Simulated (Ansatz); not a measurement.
# Al: enthalpy against pressure

Al, Fm-3m, a = 4.042 Å. Ansatz: PBE, PAW, 420 eV, Γ-centred 18×18×18 mesh on 1 atom, Gaussian smearing 0.10 eV; no spin polarisation. Cell and atoms are relaxed at each pressure, and no other structure is tried, so the rows at high pressure may lie past a change of phase. y is the enthalpy over the state at zero pressure; there V0 = 16.505 Å³/atom. The pressures are the targets, met within 0.07 GPa.

| P (GPa) | y (eV/atom) |
| --- | --- |
| -3.0 | -0.3157 |
| 0.0 | 0.0000 |
| 3.0 | 0.3033 |
| 8.0 | 0.7872 |
| 15.0 | ? |
| 30.0 | 2.7067 |
| 60.0 | 5.0035 |

Fit y = c1 P + c2 P² + c3 P³ to the other rows, say what c1 and c2 mean, and predict the missing value.

Least squares on the rows shown. y = 0.10253 P − 0.00050236 P² + 3.0564×10⁻⁶ P³. Since dH/dP = V, c1 is V0: 0.10253 eV/GPa × 160.2 = 16.425 Å³ against 16.505; c2 = −V0/(2B0) gives B0 = 102 GPa, where a Birch–Murnaghan fit to the volumes of the same runs (not shown) gives 77 GPa: a cubic over this range folds the higher terms into c2. Above P = −c2/(3 c3) = 55 GPa the cubic's slope, the volume, would rise with pressure, so the form fails there. At P = 15.0 the fit asked for gives 1.4352 eV/atom. The run gave 1.4297 eV/atom, so the fit is 0.0055 eV/atom too high, 0.1 % of the span of the series, against an rms of 0.0019 eV/atom on the fitted rows. With a term in P⁴ added, a fit to the same known rows predicts 1.4272 eV/atom, a smaller miss on the other side.

The mesh isn't the same in all rows (18×18×18, 20×20×20).